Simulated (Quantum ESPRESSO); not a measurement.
# W2C (P-3m1) in Quantum ESPRESSO: reference runs

How does W2C come out in PBE? The cell is run as given and disturbed.

All numbers are computed with Quantum ESPRESSO 7.5; they aren't measurements. Logs are shortened: lines on timing, memory, paths and dates and some standing lists are left out, and cuts for length are marked.

### 1 The structure

The structure is trigonal, space group P-3m1 (No. 164). Conventional cell: a = 3.070 Å, b = 3.070 Å, c = 4.678 Å, α = 90.00°, β = 90.00°, γ = 120.00°. Around W (site symmetry 3m) lie 3 C at 2.13 Å. C (site symmetry -3m) is surrounded by 6 W at 2.13 Å.

The cell comes from a database or a generator and needn't be the stable form of this composition.

### 2 Single point, PBE

pw.in

```
&CONTROL
  calculation = 'scf'
  prefix = 'pwscf'
  outdir = './tmp'
  pseudo_dir = './pseudo'
  tprnfor = .true.
  tstress = .true.
  disk_io = 'low'
/
&SYSTEM
  ibrav = 0
  nat = 3
  ntyp = 2
  ecutwfc = 55
  ecutrho = 440
  nbnd = 24
  occupations = 'smearing'
  smearing = 'fd'
  degauss = 0.00367493
/
&ELECTRONS
  conv_thr = 6d-10
  electron_maxstep = 120
  mixing_beta = 0.5
/
ATOMIC_SPECIES
W    183.8400 W_pbe_v1.2.uspp.F.UPF
C     12.0110 C.pbe-n-kjpaw_psl.1.0.0.UPF
CELL_PARAMETERS angstrom
   3.0700456420    0.0000000000    0.0000000000
  -1.5350228210    2.6587375167    0.0000000000
   0.0000000000    0.0000000000    4.6784280000
ATOMIC_POSITIONS crystal
W      0.6666666667    0.3333333333    0.2536690000
W      0.3333333333    0.6666666667    0.7463310000
C      0.0000000000    0.0000000000    0.0000000000
K_POINTS automatic
10 10 6 0 0 0
```

pp_density.in

```
&INPUTPP
  prefix = 'pwscf'
  outdir = './tmp'
  filplot = 'density.dat'
  plot_num = 0
/
&PLOT
  nfile = 1
  filepp(1) = 'density.dat'
  iflag = 3
  output_format = 6
  fileout = 'density.cube'
/
```

pp_potential.in

```
&INPUTPP
  prefix = 'pwscf'
  outdir = './tmp'
  filplot = 'potential.dat'
  plot_num = 11
/
&PLOT
  nfile = 1
  filepp(1) = 'potential.dat'
  iflag = 3
  output_format = 6
  fileout = 'potential.cube'
/
```

Potentials or basis: SSSP 1.3 efficiency PBE.

Run with:

```sh
$ OMP_NUM_THREADS=1 pw.x -in pw.in > pw.out
$ OMP_NUM_THREADS=1 pp.x -in pp_density.in > pp_density.out
$ OMP_NUM_THREADS=1 pp.x -in pp_potential.in > pp_potential.out
```

pw.out:

```text
This program is part of the open-source Quantum ESPRESSO suite
     for quantum simulation of materials; please cite
         "P. Giannozzi et al., J. Phys.:Condens. Matter 21 395502 (2009);
         "P. Giannozzi et al., J. Phys.:Condens. Matter 29 465901 (2017);
         "P. Giannozzi et al., J. Chem. Phys. 152 154105 (2020);
     in publications or presentations arising from this work. More details at

     file C.pbe-n-kjpaw_psl.1.0.0.UPF: wavefunction(s)  2S 2P renormalized
     Message from routine setup:
     using ibrav=0 with symmetry is DISCOURAGED, use correct ibrav instead

     Subspace diagonalization in iterative solution of the eigenvalue problem:
     a serial algorithm will be used

     G-vector sticks info
     --------------------
     sticks:   dense  smooth     PW     G-vecs:    dense   smooth      PW
     Sum        1027     511    151                40253    14207    2393

     Using Slab Decomposition

     bravais-lattice index     =            0
     lattice parameter (alat)  =       5.8015  a.u.
     unit-cell volume          =     257.7014 (a.u.)^3
     number of atoms/cell      =            3
     number of atomic types    =            2
     number of electrons       =        32.00
     number of Kohn-Sham states=           24
     kinetic-energy cutoff     =      55.0000  Ry
     charge density cutoff     =     440.0000  Ry
     scf convergence threshold =      6.0E-10
     mixing beta               =       0.5000
     number of iterations used =            8  plain     mixing
     Exchange-correlation= SLA  PW   PBX  PBC
                           (   1   4   3   4   0   0   0)

     celldm(1)=   5.801545  celldm(2)=   0.000000  celldm(3)=   0.000000
     celldm(4)=   0.000000  celldm(5)=   0.000000  celldm(6)=   0.000000

     crystal axes: (cart. coord. in units of alat)
               a(1) = (   1.000000   0.000000   0.000000 )
               a(2) = (  -0.500000   0.866025   0.000000 )
               a(3) = (   0.000000   0.000000   1.523895 )

     reciprocal axes: (cart. coord. in units 2 pi/alat)
               b(1) = (  1.000000  0.577350 -0.000000 )
               b(2) = (  0.000000  1.154701  0.000000 )
               b(3) = (  0.000000 -0.000000  0.656213 )

     PseudoPot. # 1 for W  read from file:
     W_pbe_v1.2.uspp.F.UPF
     Pseudo is Ultrasoft + core correction, Zval = 14.0
     Generated by new atomic code, or converted to UPF format
     Using radial grid of  923 points,  8 beta functions with:
                l(1) =   0
                l(2) =   0
                l(3) =   0
                l(4) =   1
                l(5) =   1
                l(6) =   2
                l(7) =   2
                l(8) =   3
     Q(r) pseudized with  6 coefficients,  rinner =    1.350   1.350   1.350
                                                       1.350   1.350   1.350
                                                       1.350

     PseudoPot. # 2 for C  read from file:
     C.pbe-n-kjpaw_psl.1.0.0.UPF
     Pseudo is Projector augmented-wave + core cor, Zval =  4.0
     Generated using "atomic" code by A. Dal Corso  v.5.1
     Shape of augmentation charge: PSQ
     Using radial grid of 1073 points,  4 beta functions with:
                l(1) =   0
                l(2) =   0
                l(3) =   1
                l(4) =   1
     Q(r) pseudized with 0 coefficients

     atomic species   valence    mass     pseudopotential
     W                14.00   183.84000     W ( 1.00)
     C                 4.00    12.01100     C ( 1.00)

     12 Sym. Ops., with inversion, found

   Cartesian axes

     site n.     atom                  positions (alat units)
         1        W      tau(   1) = (   0.5000000   0.2886751   0.3865650  )
         2        W      tau(   2) = (  -0.0000000   0.5773503   1.1373303  )
         3        C      tau(   3) = (   0.0000000   0.0000000   0.0000000  )

     number of k points=    72  Fermi-Dirac smearing, width (Ry)=  0.0037
                       cart. coord. in units 2pi/alat
        k(    1) = (   0.0000000   0.0000000   0.0000000), wk =   0.0033333
        k(    2) = (   0.0000000   0.0000000   0.1093688), wk =   0.0066667
        k(    3) = (   0.0000000   0.0000000   0.2187377), wk =   0.0066667
        k(    4) = (   0.0000000   0.0000000  -0.3281065), wk =   0.0033333
        k(    5) = (   0.0000000   0.1154701   0.0000000), wk =   0.0200000
        k(    6) = (   0.0000000   0.1154701   0.1093688), wk =   0.0200000
[... 64 lines left out ...]
        k(   71) = (  -0.2000000   0.4618802  -0.1093688), wk =   0.0400000
        k(   72) = (  -0.2000000   0.4618802  -0.2187377), wk =   0.0400000

     Dense  grid:    40253 G-vectors     FFT dimensions: (  40,  40,  60)

     Smooth grid:    14207 G-vectors     FFT dimensions: (  27,  27,  45)

     Initial potential from superposition of free atoms

     starting charge      31.7993, renormalised to      32.0000

     negative rho (up, down):  1.265E-01 0.000E+00
     Starting wfcs are   30 randomized atomic wfcs
     Checking if some PAW data can be deallocated...

     Self-consistent Calculation

     iteration #  1     ecut=    55.00 Ry     beta= 0.50
     Davidson diagonalization with overlap
     ethr =  1.00E-02,  avg # of iterations =  2.2

     negative rho (up, down):  1.303E-01 0.000E+00
[... 76 lines left out ...]
     iteration # 10     ecut=    55.00 Ry     beta= 0.50
     Davidson diagonalization with overlap
     ethr =  1.48E-11,  avg # of iterations =  2.0

     negative rho (up, down):  1.371E-01 0.000E+00

     End of self-consistent calculation

          k = 0.0000 0.0000 0.0000 (  1773 PWs)   bands (ev):

   -53.4348 -53.3594 -18.1016 -17.5011 -17.5011 -17.3668 -17.3668 -17.2172
     6.7759  12.9871  15.9749  15.9749  17.4006  19.9237  20.0460  20.0460
    20.3241  20.3241  21.9499  21.9499  22.9559  28.1471  28.7930  28.7930
[... 129 lines left out ...]
   -53.3757 -53.3632 -18.0675 -17.9710 -17.6080 -17.5425 -17.4843 -17.4068
     8.5106  13.0085  15.3148  15.9506  16.9370  18.4092  19.2410  21.3726
    22.1718  23.3537  24.0547  24.2630  24.7244  27.8360  27.9901  29.5308

          k = 0.0000-0.5774-0.3281 (  1768 PWs)   bands (ev):

   -53.3701 -53.3688 -18.0568 -18.0376 -17.5508 -17.5422 -17.4512 -17.4390
     8.4801  12.9997  15.2666  16.1057  17.3006  18.7422  18.9240  20.9163
    21.6579  23.4113  23.9694  24.2250  24.5704  27.8488  28.5015  29.9466

          k = 0.1000 0.1732 0.0000 (  1773 PWs)   bands (ev):
[... 283 lines left out ...]
   -53.3758 -53.3631 -17.9898 -17.9120 -17.7195 -17.6091 -17.4815 -17.3756
     8.5663  13.8593  14.7036  15.5461  17.8162  18.0683  18.6682  20.3451
    22.2035  23.2434  24.1088  24.4921  25.2192  27.5022  29.3231  30.0589

     the Fermi energy is    21.3668 ev

!    total energy              =    -336.71752458 Ry
     estimated scf accuracy    <          3.6E-11 Ry
     smearing contrib. (-TS)   =      -0.00137258 Ry
     internal energy E=F+TS    =    -336.71615199 Ry

     The total energy is F=E-TS. E is the sum of the following terms:
     one-electron contribution =     -32.19766483 Ry
     hartree contribution      =      35.23181077 Ry
     xc contribution           =     -87.14827784 Ry
     ewald contribution        =    -246.43094448 Ry
     one-center paw contrib.   =      -6.17107562 Ry

     convergence has been achieved in  10 iterations

     negative rho (up, down):  1.371E-01 0.000E+00

     Forces acting on atoms (cartesian axes, Ry/au):

     atom    1 type  1   force =     0.00000000    0.00000000    0.00274149
     atom    2 type  1   force =    -0.00000000    0.00000000   -0.00274149
     atom    3 type  2   force =     0.00000000    0.00000000    0.00000000

     Total force =     0.003877     Total SCF correction =     0.000041

     Computing stress (Cartesian axis) and pressure

     negative rho (up, down):  1.371E-01 0.000E+00
          total   stress  (Ry/bohr**3)                   (kbar)     P=      -12.55
  -0.00010979  -0.00000000   0.00000000          -16.15       -0.00        0.00
  -0.00000000  -0.00010979   0.00000000           -0.00      -16.15        0.00
   0.00000000   0.00000000  -0.00003646            0.00        0.00       -5.36

=------------------------------------------------------------------------------=
   JOB DONE.
=------------------------------------------------------------------------------=
```

pp_density.out:

```text
This program is part of the open-source Quantum ESPRESSO suite
     for quantum simulation of materials; please cite
         "P. Giannozzi et al., J. Phys.:Condens. Matter 21 395502 (2009);
         "P. Giannozzi et al., J. Phys.:Condens. Matter 29 465901 (2017);
         "P. Giannozzi et al., J. Chem. Phys. 152 154105 (2020);
     in publications or presentations arising from this work. More details at

     file C.pbe-n-kjpaw_psl.1.0.0.UPF: wavefunction(s)  2S 2P renormalized

     IMPORTANT: XC functional enforced from input :
     Exchange-correlation= PBE
                           (   1   4   3   4   0   0   0)
     Any further DFT definition will be discarded
     Please, verify this is what you really want

     G-vector sticks info
     --------------------
     sticks:   dense  smooth     PW     G-vecs:    dense   smooth      PW
     Sum        1027     511    151                40253    14207    2393

     Using Slab Decomposition

     negative rho (up, down):  1.371E-01 0.000E+00

     Calling punch_plot, plot_num =   0
     Writing data to file  density.dat
     Reading data from file  density.dat

     Writing data to be plotted to file density.cube
     Plot Type: 3D                     Output format: Gaussian cube

=------------------------------------------------------------------------------=
   JOB DONE.
=------------------------------------------------------------------------------=
```

Run time: 41 s. Hardware: 1 thread of Intel Xeon 6975P-C (Granite Rapids), shared host; peak memory 0.38 GiB.

What came out:

```
Free energy            : -4581.2753 eV
Pressure               : -1.3 GPa
Largest force          : 0.070 eV/Å
Band gap on the k mesh : none (metal or under the smearing width)
```

Forces in eV/Å, atoms in the order of the input:
```
W    0.000  0.000  0.070
W    0.000  0.000 -0.070
C    0.000  0.000  0.000
```

Spin-orbit coupling is left out, which matters for the levels of W.

### 3 Single point, PBE (atoms moved at random, drawn with an rms of 0.05 Å)

pw.in: that of step 2 with these lines changed.

```diff
@@ -7,3 +7,3 @@
   tstress = .true.
-  disk_io = 'low'
+  disk_io = 'nowf'
 /
@@ -33,5 +33,5 @@
 ATOMIC_POSITIONS crystal
-W      0.6666666667    0.3333333333    0.2536690000
-W      0.3333333333    0.6666666667    0.7463310000
-C      0.0000000000    0.0000000000    0.0000000000
+W      0.6757660000    0.3456040000    0.2477720000
+W      0.3175570000    0.6562590000    0.7435470000
+C     -0.0001220000    0.0036770000   -0.0013640000
 K_POINTS automatic
```

Potentials or basis: SSSP 1.3 efficiency PBE.

Run with:

```sh
$ OMP_NUM_THREADS=1 pw.x -in pw.in > pw.out
```

Run time: 2.1 min. Hardware: 1 thread of Intel Xeon 6975P-C (Granite Rapids), shared host; peak memory 0.52 GiB.

It converged, with:

* Free energy: -4581.2594 eV
* Pressure: -0.4 GPa
* Largest force: 0.502 eV/Å
* Band gap on the k mesh: none (metal or under the smearing width)

Forces on the atoms (eV/Å):
```
W   -0.120 -0.236  0.427
W    0.192  0.348 -0.205
C   -0.071 -0.112 -0.222
```

Stress tensor (GPa, compression positive):
```
-1.71 -0.55 -1.24
-0.55  0.18 -2.07
-1.24 -2.07  0.27
```

Levels at points of the mesh, in eV from the Fermi level:
| k point | band 12 | band 13 | band 14 | band 15 | band 16 | band 17 | band 18 | band 19 | band 20 | band 21 |
| --- | --- | --- | --- | --- | --- | --- | --- | --- | --- | --- |
| (0.00, 0.00, 0.00) | -5.42 | -3.94 | -1.60 | -1.34 | -1.22 | -1.13 | -0.84 | 0.40 | 0.89 | 1.69 |
| (0.00, 0.00, -0.50) | -5.67 | -3.14 | -2.82 | -2.29 | -2.22 | 0.93 | 1.13 | 1.61 | 1.71 | 3.38 |
| (0.00, -0.50, 0.00) | -5.65 | -5.42 | -3.39 | -1.62 | 1.42 | 2.13 | 2.56 | 3.08 | 3.26 | 3.52 |
| (0.00, -0.50, -0.50) | -5.22 | -4.13 | -2.65 | -2.34 | -0.38 | 0.19 | 2.02 | 2.62 | 2.79 | 3.17 |
| (0.50, -0.50, 0.00) | -5.70 | -5.37 | -3.38 | -1.74 | 1.38 | 2.30 | 2.58 | 3.02 | 3.18 | 3.64 |
| (-0.50, 0.00, 0.00) | -5.80 | -5.32 | -3.37 | -1.88 | 1.37 | 2.56 | 2.62 | 2.97 | 3.21 | 3.70 |
| (0.50, -0.50, -0.50) | -5.27 | -4.10 | -2.61 | -2.42 | -0.36 | 0.40 | 2.02 | 2.61 | 2.83 | 3.19 |
| (-0.50, 0.00, -0.50) | -5.37 | -4.05 | -2.55 | -2.49 | -0.37 | 0.64 | 2.04 | 2.61 | 2.88 | 3.21 |
